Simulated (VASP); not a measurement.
# ZnO (zincite) (P6_3mc) in VASP: notebook

Aim: see how the results for ZnO (zincite) move with the level of theory and the settings. Levels: LDA, PBEsol, PBE. Tasks: phonons, dielectric tensor.

Everything below comes from runs of VASP 6.6.1. Logs are shortened: lines on timing, memory, paths and dates and some standing lists are left out, and cuts for length are marked.

**The experiment to reproduce.**

From “Electronic structure of alkaline earth and post-transition metal oxides”, 2009, arxiv:0908.1581, for a bulk crystal of ZnO: band gap 3.37 eV.

How close the calculation comes is told below.

## (1) The structure

It takes space group P6_3mc (No. 186, hexagonal). Conventional cell: a = 3.194 Å, b = 3.194 Å, c = 5.164 Å, α = 90.00°, β = 90.00°, γ = 120.00°. Around Zn (site symmetry 3m) lie 4 O at 1.95 Å. O (site symmetry 3m) is surrounded by 4 Zn at 1.95 Å.

## (2) Phonons, LDA

POSCAR

```
ZnO
1.0
    3.1939361006      0.0000000000      0.0000000000
   -1.5969680503      2.7660298012      0.0000000000
    0.0000000000      0.0000000000      5.1636354472
  Zn              O
     2     2
Direct
     0.3333333332999970    0.6666666667000030    0.5003505570145634
     0.6666666667000030    0.3333333332999970    0.0003505570145634
     0.6666666667000030    0.3333333332999970    0.3786594429854375
     0.3333333332999970    0.6666666667000030    0.8786594429854375
```

INCAR.step1

```
PREC = Accurate
ENCUT = 600
EDIFF = 1E-8
ISMEAR = 0
SIGMA = 0.03
LREAL = False
LASPH = True
NELM = 80
ALGO = Normal
ISIF = 3
LWAVE = False
LCHARG = False
IBRION = 2
NSW = 40
EDIFFG = -0.002
```

INCAR.step2

```
PREC = Accurate
ENCUT = 600
EDIFF = 1E-8
ISMEAR = 0
SIGMA = 0.03
LREAL = False
LASPH = True
NELM = 80
ALGO = Normal
ISIF = 2
LWAVE = False
LCHARG = False
IBRION = 6
NFREE = 2
POTIM = 0.015
NSW = 1
```

KPOINTS

```
regular mesh
0
Gamma
  9 9 5
```

Potentials or basis: VASP PAW LDA potentials, release 64 (Zn, O).

Launch:

```sh
cat potpaw_LDA.64/Zn/POTCAR potpaw_LDA.64/O/POTCAR > POTCAR
cp INCAR.step1 INCAR
mpirun -np 1 vasp_std > vasp.out
cp CONTCAR POSCAR
cp INCAR.step2 INCAR
mpirun -np 1 vasp_std > vasp.out
```

OUTCAR:

```text
PREC = Accurate
   ENCUT = 600
   EDIFF = 1E-8
   ISMEAR = 0
   LREAL = False
   LASPH = True
   NELM = 80
   ISIF = 2
   IBRION = 6
   NFREE = 2
   POTIM = 0.015
   NSW = 1

 ion  position               nearest neighbor table
   1  0.333  0.667  0.500-   3 1.95   3 1.95   3 1.95   4 1.95
   2  0.667  0.333  0.000-   4 1.95   4 1.95   4 1.95   3 1.95
   3  0.667  0.333  0.379-   1 1.95   1 1.95   1 1.95   2 1.95
   4  0.333  0.667  0.879-   2 1.95   2 1.95   2 1.95   1 1.95

  LATTYP: Found a hexagonal cell.
 ALAT       =     3.1939454854
 C/A-ratio  =     1.6169521770

  Lattice vectors:

 A1 = (   3.1939454854,   0.0000000000,   0.0000000000)
 A2 = (  -1.5969727427,   2.7660379287,   0.0000000000)
 A3 = (   0.0000000000,   0.0000000000,   5.1644571060)

Analysis of symmetry for initial positions (statically):
=====================================================================
 Subroutine PRICEL returns:
 Original cell was already a primitive cell.

 Routine SETGRP: Setting up the symmetry group for a
 hexagonal supercell.

 Subroutine GETGRP returns: Found 12 space group operations
 (whereof  6 operations were pure point group operations)
 out of a pool of 24 trial point group operations.

The static configuration has the point symmetry C_3v.
 The point group associated with its full space group is C_6v.

Analysis of symmetry for dynamics (positions and initial velocities):
=====================================================================
 Subroutine PRICEL returns:
 Original cell was already a primitive cell.

 Routine SETGRP: Setting up the symmetry group for a
 hexagonal supercell.

 Subroutine GETGRP returns: Found 12 space group operations
 (whereof  6 operations were pure point group operations)
 out of a pool of 24 trial point group operations.

The dynamic configuration has the point symmetry C_3v.
 The point group associated with its full space group is C_6v.

 Subroutine INISYM returns: Found 12 space group operations
 (whereof  6 operations are pure point group operations),
 and found     1 'primitive' translations

----------------------------------------------------------------------------------------

                                     Primitive cell

  volume of cell :      45.6258

  direct lattice vectors                    reciprocal lattice vectors
     3.193945485  0.000000000  0.000000000     0.313092382  0.180763971  0.000000000
    -1.596972743  2.766037929  0.000000000     0.000000000  0.361527942  0.000000000
     0.000000000  0.000000000  5.164457106     0.000000000  0.000000000  0.193631195

  length of vectors
     3.193945485  3.193945485  5.164457106     0.361527942  0.361527942  0.193631195

  position of ions in fractional coordinates (direct lattice)
     0.333333333  0.666666667  0.500327118
     0.666666667  0.333333333  0.000327118
     0.666666667  0.333333333  0.378682882
     0.333333333  0.666666667  0.878682882

  ion indices of the primitive-cell ions
   primitive index   ion index
                 1           1
                 2           2
                 3           3
                 4           4

----------------------------------------------------------------------------------------

 KPOINTS: regular mesh

Automatic generation of k-mesh.
 Grid dimensions read from file:
 generate k-points for:    9    9    5

 Generating k-lattice:

  Cartesian coordinates                     Fractional coordinates (reciprocal lattice)
     0.034788042  0.020084886  0.000000000     0.111111111 -0.000000000  0.000000000
     0.000000000  0.040169771  0.000000000     0.000000000  0.111111111  0.000000000
     0.000000000  0.000000000  0.038726239     0.000000000  0.000000000  0.200000000

  Length of vectors
     0.040169771  0.040169771  0.038726239

  Shift w.r.t. Gamma in fractional coordinates (k-lattice)
     0.000000000  0.000000000  0.000000000

 Subroutine IBZKPT returns following result:
 ===========================================

 Found     36 irreducible k-points:

 Following reciprocal coordinates:
            Coordinates               Weight
  0.000000  0.000000  0.000000      1.000000
  0.111111  0.000000  0.000000      6.000000
  0.222222  0.000000  0.000000      6.000000
  0.333333  0.000000  0.000000      6.000000
  0.444444  0.000000  0.000000      6.000000
  0.111111  0.111111  0.000000      6.000000
[... 16 lines left out ...]
  0.333333  0.222222  0.200000     24.000000
  0.333333  0.333333  0.200000      4.000000
 [... further k-points ...]
   k-points           NKPTS =     36   k-points in BZ     NKDIM =     36   number of bands    NBANDS=     22
   number of dos      NEDOS =    301   number of ions     NIONS =      4
   total plane-waves  NPLWV =  32928
   dimension x,y,z NGX =    28 NGY =   28 NGZ =   42
   dimension x,y,z NGXF=    56 NGYF=   56 NGZF=   84
   ions per type =               2   2
   NGX,Y,Z   is equivalent  to a cutoff of  14.57, 14.57, 13.52 a.u.
   NGXF,Y,Z  is equivalent  to a cutoff of  29.15, 29.15, 27.04 a.u.
 SYSTEM =  unknown system
   PREC   = accura    normal or accurate (medium, high low for compatibility)
   ISTART =      0    job   : 0-new  1-cont  2-samecut
   ICHARG =      2    charge: 1-file 2-atom 10-const
   ISPIN  =      1    spin polarized calculation?
   LNONCOLLINEAR =      F non collinear calculations
   LSORBIT =      F    spin-orbit coupling
   LASPH  =      T    aspherical Exc in radial PAW
   ENCUT  =  600.0 eV  44.10 Ry    6.64 a.u.   6.38  6.38 10.31*2*pi/ulx,y,z
   NELM   =     80;   NELMIN=  2; NELMDL=  0     # of ELM steps
   EDIFF  = 0.1E-07   stopping-criterion for ELM
   LREAL  =      F    real-space projection
   EDIFFG = 0.1E-06   stopping-criterion for IOM
   NSW    =     85    number of steps for IOM
   IBRION =      6    ionic relax: 0-MD 1-quasi-New 2-CG
   NFREE  =      2    steps in history (QN), initial steepest desc. (CG)
   ISIF   =      2    stress and relaxation
   ISYM   =      2    0-nonsym 1-usesym 2-fastsym
   POTIM  = 0.0150    time-step for ionic-motion
   TEBEG  =    0.0;   TEEND  =   0.0 temperature during run
   PSTRESS=    0.0 pullay stress
   NELECT =      36.0000    total number of electrons
   NUPDOWN=      -1.0000    fix difference up-down
   EMIN   =  10.00;   EMAX   =-10.00  energy-range for DOS
   EFERMI =   0.00;   METHOD = LEGACY
   ISMEAR =     0;   SIGMA  =   0.03  broadening in eV -4-tet -1-fermi 0-gaus
   EFERMI_NEDOS =   21; number of points for ismear=-14 and -15
   IALGO  =     38    algorithm
   IMIX   =      4    mixing-type and parameters
     AMIX     =   0.40;   BMIX     =  1.00
     AMIX_MAG =   1.60;   BMIX_MAG =  1.00
  volume/ion in A,a.u.               =      11.41        76.97
  Fermi-wavevector in a.u.,A,eV,Ry     =   1.512768  2.858716 31.136470  2.288466
  Thomas-Fermi vector in A             =   2.622648
   LORBIT       =      0    0 simple, 1 ext, 2 COOP (PROOUT), +10 PAW based schemes
   GGA     = CA    functional components
   LHFCALC =     F    Hartree Fock is set to
   AEXX    =    0.0000 exact exchange contribution
   IVDW    =     0    specifies the selected vdW correction
   LEPSILON=     F    determine dielectric tensor
   LRPA    =     F    only Hartree local field effects (RPA)
 finite differences with symmetry
 non-spin polarized calculation
 Gauss-broadening in eV      SIGMA  =   0.03
  energy-cutoff  :      600.00
  volume of cell :       45.63
 maximum number of plane-waves:      1533
 NGX is ok and might be reduce to    28
   NGX = 13   NGY = 13   NGZ = 21

--------------------------------------- Ionic step        1  -------------------------------------------

 number of electron      35.9999999 magnetization

 Free energy of the ion-electron system (eV)
  ---------------------------------------------------
  ext. energy  EPLUGINS =         0.00000000
  ---------------------------------------------------
  free energy    TOTEN  =       -21.16322549 eV

  energy without entropy =      -21.16322549  energy(sigma->0) =      -21.16322549

------------------------ aborting loop because EDIFF is reached ----------------------------------------

  FORCE on cell =-STRESS in cart. coord.  units (eV):
  Direction    XX          YY          ZZ          XY          YZ          ZX
  --------------------------------------------------------------------------------------
  -------------------------------------------------------------------------------------
  Total        0.0015403      0.0015403      0.0015004      0.0000000     -0.0000000      0.0000000
  in kB        0.0540887      0.0540887      0.0526890      0.0000000     -0.0000000      0.0000000
  external PRESSURE =       0.0536221 kB  Pullay stress =       0.0000000 kB
[... 289 lines left out ...]
  energy  without entropy=      -21.1618328308  energy(sigma->0) =      -21.16183283

--------------------------------------- Ionic step        9  -------------------------------------------

 number of electron      36.0000001 magnetization

 Free energy of the ion-electron system (eV)
  ---------------------------------------------------
  ext. energy  EPLUGINS =         0.00000000
  ---------------------------------------------------
  free energy    TOTEN  =       -21.16176721 eV

  energy without entropy =      -21.16176721  energy(sigma->0) =      -21.16176721

 E-fermi :   1.4217     XC(G=0): -11.6898

 val. band max:        1.2820333843   @ k =   0.0000   0.0000   0.0000
 cond. band min:       2.0820708337   @ k =   0.0000   0.0000   0.0000
 fundamental gap:      0.8000374495
 Fermi energy:         1.4217238207

 k-point     1 :       0.0000    0.0000    0.0000
  band No.  band energies     occupation
      1     -16.8817      2.00000
      2     -16.0484      2.00000
      3      -4.7989      2.00000
      4      -4.7032      2.00000
      5      -4.7032      2.00000
      6      -4.6883      2.00000
[... 574 lines left out ...]
      6      -4.1771      2.00000
[... 14 lines left out ...]
     21       9.1912      0.00000
     22       9.3526      0.00000

 [... further k-points ...]

------------------------ aborting loop because EDIFF is reached ----------------------------------------

  FORCE on cell =-STRESS in cart. coord.  units (eV):
  Direction    XX          YY          ZZ          XY          YZ          ZX
  --------------------------------------------------------------------------------------
  -------------------------------------------------------------------------------------
  Total       -0.0787917     -0.0787917      0.1574715      0.0000000      0.0000000      0.0000000
  in kB       -2.7668206     -2.7668206      5.5297102      0.0000000      0.0000000      0.0000000
  external PRESSURE =      -0.0013103 kB  Pullay stress =       0.0000000 kB
[... 19 lines left out ...]
  FREE ENERGIE OF THE ION-ELECTRON SYSTEM (eV)
  ---------------------------------------------------
  free  energy   TOTEN  =       -21.1617672095 eV

  energy  without entropy=      -21.1617672095  energy(sigma->0) =      -21.16176721

 INTERNAL STRAIN TENSORS FROM DISPLACED ATOMS
 ============================================

 INTERNAL STRAIN TENSOR FOR ION    1 for displacements in x,y,z  (eV/Angst):
          X           Y           Z          XY          YZ          ZX
  --------------------------------------------------------------------------------
  x     0.00000    -0.00000     0.00000    -7.97799     0.00000    -5.09050
  y    -7.97799     7.97799     0.00000    -0.00000    -5.09050    -0.00000
  z    -5.14141    -5.14141    10.09587     0.00000     0.00000     0.00000

 INTERNAL STRAIN TENSOR FOR ION    4 for displacements in x,y,z  (eV/Angst):
          X           Y           Z          XY          YZ          ZX
  --------------------------------------------------------------------------------
  x     0.00000     0.00000     0.00000    -8.97785     0.00000     5.09692
  y    -8.97785     8.97785     0.00000     0.00000     5.09692    -0.00000
  z     5.19694     5.19694   -10.05735     0.00000     0.00000     0.00000

 Eigenvectors and eigenvalues of the dynamical matrix
 ----------------------------------------------------

   1 f  =   16.675630 THz   104.776073 2PiTHz  556.239139 cm-1    68.964833 meV
             X         Y         Z           dx          dy          dz
     -0.000000  1.844025  2.583918     0.000000   -0.000000   -0.097137
      1.596973  0.922013  0.001689    -0.000000    0.000000    0.097137
      1.596973  0.922013  1.955691    -0.000000    0.000000   -0.700403
     -0.000000  1.844025  4.537920     0.000000   -0.000000    0.700403

   2 f  =   13.398793 THz    84.187100 2PiTHz  446.935630 cm-1    55.412931 meV
             X         Y         Z           dx          dy          dz
     -0.000000  1.844025  2.583918     0.000002   -0.273021   -0.000000
      1.596973  0.922013  0.001689    -0.000002    0.273021    0.000000
      1.596973  0.922013  1.955691    -0.000005    0.652273   -0.000000
     -0.000000  1.844025  4.537920     0.000005   -0.652273   -0.000000
[... 64 lines left out ...]
  12 f/i=    0.004654 THz     0.029240 2PiTHz    0.155228 cm-1     0.019246 meV
             X         Y         Z           dx          dy          dz
     -0.000000  1.844025  2.583918    -0.000000   -0.000000    0.633681
      1.596973  0.922013  0.001689    -0.000000   -0.000000    0.633681
      1.596973  0.922013  1.955691    -0.000000   -0.000000    0.313764
     -0.000000  1.844025  4.537920    -0.000000   -0.000000    0.313764

 ELASTIC MODULI CONTR FROM IONIC RELAXATION (kBar)
 Direction    XX          YY          ZZ          XY          YZ          ZX
 --------------------------------------------------------------------------------
 XX        -831.7302    326.3479    492.5893     -0.0000      0.0000     -0.0000
 YY         326.3479   -831.7302    492.5893      0.0000      0.0000      0.0000
 ZZ         492.5893    492.5893   -960.2404      0.0000      0.0000     -0.0000
 XY          -0.0000      0.0000      0.0000   -579.0391      0.0000     -0.0000
 YZ          -0.0000      0.0000      0.0000      0.0000   -224.4493      0.0000
 ZX          -0.0000      0.0000     -0.0000     -0.0000      0.0000   -224.4493
 --------------------------------------------------------------------------------
```

It took 9.2 min on 1 thread of AMD EPYC 9R14 (Zen 4), shared host; peak memory 0.41 GiB.

Results:

```
Highest phonon frequency at Γ, LO-TO splitting left out : 556 cm⁻¹
```

Phonon frequencies in cm⁻¹ (negative: imaginary):
```
              q point                              frequencies
(0.000, 0.000, 0.000)  0 0 0 89 89 263 396 414 414 447 447 556
```

## (3) Dielectric tensor, LDA

INCAR

```
PREC = Accurate
ENCUT = 600
EDIFF = 1E-8
ISMEAR = 0
SIGMA = 0.03
LREAL = False
LASPH = True
NELM = 80
ALGO = Normal
ISIF = 2
LWAVE = False
LCHARG = False
LEPSILON = True
```

KPOINTS is that of step 2.

POSCAR

```
ZnO                                     
1.0
    3.1939454854      0.0000000000      0.0000000000
   -1.5969727427      2.7660379287      0.0000000000
    0.0000000000     -0.0000000000      5.1644571060
  Zn              O             
     2     2
Direct
     0.3333333332999970    0.6666666667000030    0.5003271184878879
     0.6666666667000030    0.3333333332999970    0.0003271184878879
     0.6666666667000030    0.3333333332999970    0.3786828815121131
     0.3333333332999970    0.6666666667000030    0.8786828815121130
```

Potentials or basis: VASP PAW LDA potentials, release 64 (Zn, O).

Launch:

```sh
cat potpaw_LDA.64/Zn/POTCAR potpaw_LDA.64/O/POTCAR > POTCAR
mpirun -np 1 vasp_std > vasp.out
```

OUTCAR:

```text
PREC = Accurate
   ENCUT = 600
   EDIFF = 1E-8
   ISMEAR = 0
   LREAL = False
   LASPH = True
   NELM = 80
   ISIF = 2
   LEPSILON = True

 ion  position               nearest neighbor table
   1  0.333  0.667  0.500-   3 1.95   3 1.95   3 1.95   4 1.95
   2  0.667  0.333  0.000-   4 1.95   4 1.95   4 1.95   3 1.95
   3  0.667  0.333  0.379-   1 1.95   1 1.95   1 1.95   2 1.95
   4  0.333  0.667  0.879-   2 1.95   2 1.95   2 1.95   1 1.95

  LATTYP: Found a hexagonal cell.
 ALAT       =     3.1939454854
 C/A-ratio  =     1.6169521771

  Lattice vectors:

 A1 = (   3.1939454854,   0.0000000000,   0.0000000000)
 A2 = (  -1.5969727427,   2.7660379287,   0.0000000000)
 A3 = (   0.0000000000,   0.0000000000,   5.1644571060)

Analysis of symmetry for initial positions (statically):
[... 863 lines left out ...]
           0.000000     5.831740     0.000000
           0.000000    -0.000000     5.661091
 ------------------------------------------------------

 PIEZOELECTRIC TENSOR (including local field effects)  for field in x, y, z        (e  Angst)
          XX          YY          ZZ          XY          YZ          ZX
  --------------------------------------------------------------------------------
  x     0.00000     0.00000     0.00000    -0.00000     0.00000     1.16834
  y     0.00000    -0.00000     0.00000     0.00000     1.16834     0.00000
  z     1.08117     1.08117    -2.20195     0.00000     0.00000     0.00000

 PIEZOELECTRIC TENSOR (including local field effects)  for field in x, y, z        (C/m^2)
          XX          YY          ZZ          XY          YZ          ZX
  --------------------------------------------------------------------------------
  x     0.00000     0.00000     0.00000    -0.00000     0.00000     0.41027
  y     0.00000    -0.00000     0.00000     0.00000     0.41027     0.00000
  z     0.37966     0.37966    -0.77323     0.00000     0.00000     0.00000

 BORN EFFECTIVE CHARGES (including local field effects) (in |e|, cummulative output)
 ---------------------------------------------------------------------------------
 ion    1
    1     2.09976    -0.00000     0.00000
    2    -0.00000     2.09976     0.00000
    3     0.00000     0.00000     2.15189
 ion    2
    1     2.09976     0.00000     0.00000
    2     0.00000     2.09976     0.00000
    3     0.00000     0.00000     2.15189
 ion    3
    1    -2.09976     0.00000     0.00000
    2     0.00000    -2.09976    -0.00000
    3     0.00000    -0.00000    -2.15189
 ion    4
    1    -2.09976     0.00000     0.00000
    2    -0.00000    -2.09976     0.00000
    3     0.00000     0.00000    -2.15189
```

OSZICAR:

```text
N       E                     dE             d eps       ncg     rms          rms(c)
DAV:   1     0.300253459789E+03    0.30025E+03   -0.20671E+04  1592   0.266E+03
DAV:   2     0.717429070774E+01   -0.29308E+03   -0.28247E+03  1698   0.474E+02
DAV:   3    -0.236163576705E+02   -0.30791E+02   -0.30576E+02  1854   0.162E+02
[... 12 lines left out ...]
RMM:   6    -0.607851964895E+00   -0.55606E-03   -0.29068E-05  2621   0.364E-02    0.624E-03
RMM:   7    -0.607947578282E+00   -0.95613E-04   -0.15380E-06  2612   0.723E-03    0.151E-03
RMM:   8    -0.607964817725E+00   -0.17239E-04   -0.21098E-07  2698   0.197E-03    0.277E-04
RMM:   9    -0.607963809681E+00    0.10080E-05   -0.10794E-07  2591   0.505E-04    0.121E-04
RMM:  10    -0.607964337355E+00   -0.52767E-06   -0.31741E-08  2130   0.172E-04    0.119E-05
RMM:  11    -0.607964449648E+00   -0.11229E-06    0.14302E-08   923   0.461E-05    0.629E-06
```

It took 6 min on 1 thread of AMD EPYC 9R14 (Zen 4), shared host; peak memory 0.41 GiB.

What came out:

```
Band gap on the k mesh                  : 0.80 eV, direct
Electronic dielectric tensor (diagonal) : 5.83, 5.83, 5.66
Born charges (mean of the diagonal)     : Zn +2.12; O -2.12 e
```

Electronic dielectric tensor:
```
5.83 0.00 0.00
0.00 5.83 0.00
0.00 0.00 5.66
```

Born effective charge tensors (e):
atom 1, Zn
```
2.10 0.00 0.00
0.00 2.10 0.00
0.00 0.00 2.15
```
atom 2, Zn
```
2.10 0.00 0.00
0.00 2.10 0.00
0.00 0.00 2.15
```
atom 3, O
```
-2.10  0.00  0.00
 0.00 -2.10  0.00
 0.00  0.00 -2.15
```
atom 4, O
```
-2.10  0.00  0.00
 0.00 -2.10  0.00
 0.00  0.00 -2.15
```

(Part 1 of 3 ends here.)
